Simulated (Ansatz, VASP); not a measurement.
**MoS2 in VASP and in Ansatz**

INCAR

```
SYSTEM = MoS2
PREC = Accurate ; ENCUT = 520
EDIFF = 1E-7 ; ISMEAR = -1
SIGMA = 0.05 ; LREAL = .False.
LASPH = .True. ; NELM = 100
ALGO = Normal ; ISIF = 2
LWAVE = .False. ; LCHARG = .False.
GGA = PE ; NBANDS = 49
```

The input KPOINTS:

```
regular mesh
0
Gamma
  10 10 1
  0 0 0
```

The input POSCAR:

```
MoS2
1.0
    3.1840155185      0.0000000000      0.0000000000
   -1.5920077592      2.7574383250      0.0000000000
    0.0000000000      0.0000000000     28.3873198000
Mo S
3 6
Direct
    0.3333333333      0.6666666667      0.2281647700
    0.3333333333      0.6666666667      0.7718352300
    0.6666666667      0.3333333333      0.0000000000
    0.6666666667      0.3333333333      0.1734930900
    0.6666666667      0.3333333333      0.7171875100
    0.3333333333      0.6666666667      0.9453341200
    0.6666666667      0.3333333333      0.2828124900
    0.6666666667      0.3333333333      0.8265069100
    0.3333333333      0.6666666667      0.0546658800
```

File input.yaml:

```yaml
crystal:
  lattice:
    - [3.1840155185, 0.0, 0.0]
    - [-1.5920077592, 2.757438325, 0.0]
    - [0.0, 0.0, 28.3873198]
  atoms:
    - { symbol: Mo, position: [0.3333333333, 0.6666666667, 0.22816477] }
    - { symbol: Mo, position: [0.3333333333, 0.6666666667, 0.77183523] }
    - { symbol: Mo, position: [0.6666666667, 0.3333333333, 0.0] }
    - { symbol: S, position: [0.6666666667, 0.3333333333, 0.17349309] }
    - { symbol: S, position: [0.6666666667, 0.3333333333, 0.71718751] }
    - { symbol: S, position: [0.3333333333, 0.6666666667, 0.94533412] }
    - { symbol: S, position: [0.6666666667, 0.3333333333, 0.28281249] }
    - { symbol: S, position: [0.6666666667, 0.3333333333, 0.82650691] }
    - { symbol: S, position: [0.3333333333, 0.6666666667, 0.05466588] }
hamiltonian:
  xc: pbe
  pseudopotentials: { kind: paw }
kpoints:
  mp_grid: { grid: [10, 10, 1] }
  band_path:
    path:
      - [[0.0, 0.0, 0.0], [0.5, 0.0, 0.0], [0.3333333333, 0.3333333333, 0.0], [0.0, 0.0, 0.0], [0.0, 0.0, 0.5], [0.5, 0.0, 0.5], [0.3333333333, 0.3333333333, 0.5], [0.0, 0.0, 0.5]]
      - [[0.5, 0.0, 0.5], [0.5, 0.0, 0.0]]
      - [[0.3333333333, 0.3333333333, 0.0], [0.3333333333, 0.3333333333, 0.5]]
    npoints: 10
scf:
  occupations: { method: fermi_dirac, width: 0.05 }
  n_extra_bands: 22
output:
  forces: true
  stress: true
  eigenvalues: true
  fatbands: false
```

Alike in both runs: functional PBE; k mesh 10 × 10 × 1; occupations fermi-dirac, width 0.05 eV; no spin polarisation.

|  | VASP | Ansatz |
| --- | --- | --- |
| version | VASP 6.6.1 | Ansatz 0.2.0 |
| potentials or method | VASP PAW PBE potentials, release 64 (Mo_sv, S) | Ansatz PAW |
| plane-wave cutoff (eV) | 520 | 420 |
| valence electrons in the cell | 78 | 78 |
| task | single point | band structure |

Ansatz gave:

```
gap on the k mesh at the Fermi level (eV) : 1.30
least direct gap on the mesh (eV)         : 1.88
rms of the force components (eV/Å)        : 0.088
```

What did VASP give for the same quantities?

gap on the k mesh at the Fermi level (eV): 1.32; least direct gap on the mesh (eV): 1.88; rms of the force components (eV/Å): 0.082.

Atom by atom the forces differ by 0.006 eV/Å (rms over components). The functional is the same, so the differences come from potentials, cutoffs and numerics.

Caveats: the k mesh misses the band edges, so the gap on the mesh is wider than the one along the path (Ansatz).
